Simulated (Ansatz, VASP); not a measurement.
# Two plane-wave programs on CdF2

```xyz
3
Lattice="0.0000 2.6940 2.6940 2.6940 0.0000 2.6940 2.6940 2.6940 0.0000" Properties=species:S:1:pos:R:3 pbc="T T T"
Cd    0.1299    0.1299    0.1299
F     1.3470    1.3470    1.3470
F     4.0410    4.0410    4.0410
```

Change from the starting cell: all Cd atoms moved +0.225 Å, as atom 1 along Cartesian [1 1 1].

Alike in both runs: task single point; functional LDA; k mesh 8 × 8 × 8; occupations gaussian, width 0.05 eV; no spin polarisation.

|  | VASP | Ansatz |
| --- | --- | --- |
| version | VASP 6.6.1 | Ansatz 0.2.0 |
| potentials or method | VASP PAW LDA potentials, release 64 (Cd, F) | scalar-relativistic, plane waves, PAW |
| plane-wave cutoff (eV) | 520 | 420 |
| valence electrons in the cell | 26 | 34 |

VASP gave:

* gap on the k mesh at the Fermi level (eV): 2.85
* least direct gap on the mesh (eV): 3.32
* pressure (GPa): -1.7
* largest component of the traceless stress (GPa): 2.01
* rms of the force components (eV/Å): 0.615

Problem. Which values does Ansatz return?

Solution. gap on the k mesh at the Fermi level (eV): 2.87; least direct gap on the mesh (eV): 3.33; pressure (GPa): -2.8; largest component of the traceless stress (GPa): 1.84; rms of the force components (eV/Å): 0.546.

Atom by atom the forces differ by 0.069 eV/Å (rms over components). The two sets of potentials don't hold the same shells in valence.

Caveats: forces of over 1 eV/Å show positions far from the minimum, so gaps and moduli don't describe the material at rest. A k mesh can miss the band edges.
